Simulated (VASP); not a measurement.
Wanted: the native input for a VASP 6.6.1 run.

```yaml
Task: relaxation of cell and atoms
Functional: PBEsol
Potentials_or_basis: VASP PAW PBE potentials, release 64 (K_sv, Ta_pv, O)
Cutoff: 600 eV
k_mesh: 8 × 8 × 8
Occupations: gaussian, width 0.03 eV
Spin: no spin polarisation
Further_INCAR_settings: ALGO = Normal; EDIFF = 1e-07; IBRION = 2; EDIFFG = -0.005; NSW = 90; ISIF = 3
```

The structure of KTaO3 lies in POSCAR:

```
KTaO3                                   
1.0
    3.9890690789     -0.0000000000      0.0000000000
   -0.0000000000      3.9890690789     -0.0000000000
   -0.0000000000     -0.0000000000      3.9890690789
  K               Ta              O             
     1     1     3
Direct
     0.5000000000000000    0.5000000000000000    0.5000000000000000
     0.0000000000000000    0.0000000000000000    0.0000000000000000
     0.5000000000000000    0.0000000000000000    0.0000000000000000
     0.0000000000000000    0.5000000000000000    0.0000000000000000
     0.0000000000000000    0.0000000000000000    0.5000000000000000
```

These files were run (other wordings do the same):

INCAR

```
  PREC = Accurate
  ENCUT = 600
  EDIFF = 1E-7
  ISMEAR = 0
  SIGMA = 0.03
  LREAL = False
  LASPH = True
  NELM = 80
  ALGO = Normal
  ISIF = 3
  LWAVE = False
  LCHARG = False
  GGA = PS
  IBRION = 2
  NSW = 90
  EDIFFG = -0.005
  KPAR = 2
```

KPOINTS

```
regular mesh
0
Gamma
  8 8 8
```

Potentials or basis: VASP PAW PBE potentials, release 64 (K_sv, Ta_pv, O).

Launch:

```console
$ cat potpaw_PBE.64/K_sv/POTCAR potpaw_PBE.64/Ta_pv/POTCAR potpaw_PBE.64/O/POTCAR > POTCAR
$ mpirun -np 2 vasp_std > vasp.out
```

Results of the run:

- Pressure after relaxing: 0.0 GPa
- Band gap on the k mesh: 2.09 eV, indirect (least direct gap 2.71 eV)

Caveat: the relaxation stopped at its first step, so nothing moved; the PAW data sets were made with another functional, which shifts forces and pressure a little; spin-orbit coupling is left out, which moves the levels of the heavy elements.

It took 15 s on 2 MPI ranks on Intel(R) Xeon(R) Platinum 8559C (Emerald Rapids) (shared host), peak memory 0.21 GiB a rank.
